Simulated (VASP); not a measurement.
Gd, 1 atom in the cell. The structure is cubic, space group Im-3m (No. 229). The conventional cell has a = 4.050 Å, b = 4.050 Å, c = 4.050 Å, α = 90.00°, β = 90.00°, γ = 90.00°. Gd (site symmetry m-3m) is surrounded by 8 Gd at 3.51 Å. This isn't the form of Gd at room conditions, which is hcp.

- Program: VASP 6.6.1
- Task: relaxation of cell and atoms
- Functional: PBE
- Potentials or basis: VASP PAW PBE potentials, release 64 (Gd)
- Cutoff: 600 eV
- k mesh: 7 × 7 × 7
- Occupations: fermi-dirac, width 0.05 eV
- Spin: collinear spin, ferromagnetic start
- Starting moments: [7.0] μB
- Target pressure: 2 GPa
- Further INCAR settings: ALGO = Normal; EDIFF = 1e-07; IBRION = 2; EDIFFG = -0.01; NSW = 60; ISIF = 3
- Target pressure: 2 GPa

Potentials or basis: VASP PAW PBE potentials, release 64 (Gd).

Launch:

```console
$ cat potpaw_PBE.64/Gd/POTCAR > POTCAR
$ mpirun -np 1 vasp_std > vasp.out
```

Hardware: 1 thread of Intel(R) Xeon(R) 6975P-C (Granite Rapids) (shared host).

Question: How long does it take, and how much memory?

Answer: It took 2.2 min on 1 thread of Intel(R) Xeon(R) 6975P-C (Granite Rapids) (shared host), peak memory 0.2 GiB. Counts: scf iterations 76, k points 20, ion steps 3.
